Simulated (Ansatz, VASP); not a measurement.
# Two plane-wave programs on Ir

INCAR

```
SYSTEM = Ir
ALGO     = Normal         ! electronic algorithm
EDIFF    = 1E-7           ! SCF threshold, eV
ENCUT    = 520            ! plane-wave cutoff, eV
GGA      = PS             ! functional
ISIF     = 2              ! what is computed and relaxed
ISMEAR   = -1             ! smearing method
LASPH    = .True.         ! aspherical terms in the spheres
LCHARG   = .False.        ! write CHGCAR
LREAL    = .False.        ! projectors in reciprocal space
LWAVE    = .False.        ! write WAVECAR
NBANDS   = 16             ! bands
NELM     = 80             ! most SCF steps
PREC     = Accurate       ! precision mode
SIGMA    = 0.05           ! smearing width, eV
```

The input KPOINTS:

```
k-points
0
Gamma
  11 11 6
  0 0 0
```

Contents of POSCAR:

```
Ir
1.0
    2.7513778946      0.0000000000      0.0000000000
   -1.3756889473      2.3827631521      0.0000000000
    0.0000000000      0.0000000000      4.4622900000
Ir
2
Direct
    0.3333333333      0.6666666667      0.2500000000
    0.6666666667      0.3333333333      0.7500000000
```

input.yaml

```yaml
crystal:
  lattice:
    - [2.7513778946, 0.0, 0.0]
    - [-1.3756889473, 2.3827631521, 0.0]
    - [0.0, 0.0, 4.46229]
  atoms:
    - { symbol: Ir, position: [0.3333333333, 0.6666666667, 0.25] }
    - { symbol: Ir, position: [0.6666666667, 0.3333333333, 0.75] }
hamiltonian:
  xc: pbesol
  pseudopotentials: { kind: paw }
kpoints:
  mp_grid: { grid: [11, 11, 6] }
scf:
  occupations: { method: fermi_dirac, width: 0.05 }
output:
  forces: true
  stress: true
  eigenvalues: true
  write_density: true
  write_potential: true
  elf: true
  volumetric_format: npy
```

This isn't the form of Ir at room conditions, which is fcc.

Alike in both runs: task single point; functional PBEsol; k mesh 11 × 11 × 6; occupations fermi-dirac, width 0.05 eV; no spin polarisation.

```csv
,VASP,Ansatz
version,VASP 6.6.1,Ansatz 0.2.0
potentials or method,"VASP PAW PBE potentials, release 64 (Ir)",Ansatz PAW
plane-wave cutoff (eV),520,420
valence electrons in the cell,18,34
```

Ansatz gave:

```
gap on the k mesh at the Fermi level (eV)       : none
pressure (GPa)                                  : -12.4
largest component of the traceless stress (GPa) : 0.36
```

Problem. What did VASP give for the same quantities?

Solution. gap on the k mesh at the Fermi level (eV): none; pressure (GPa): -11.6; largest component of the traceless stress (GPa): 0.32.

A gap of «none» marks a metal or a gap that the smearing closes. The functional is the same, so the differences come from potentials, cutoffs and numerics. The two sets of potentials don't hold the same shells in valence.

Caveats: the PAW data sets were made with another functional, which shifts forces and pressure a little (VASP); the PAW data sets come from PBE, with cores solved anew for the run's functional, which leaves a small shift of forces and pressure (Ansatz). Spin-orbit coupling is left out, which matters for the levels of Ir.
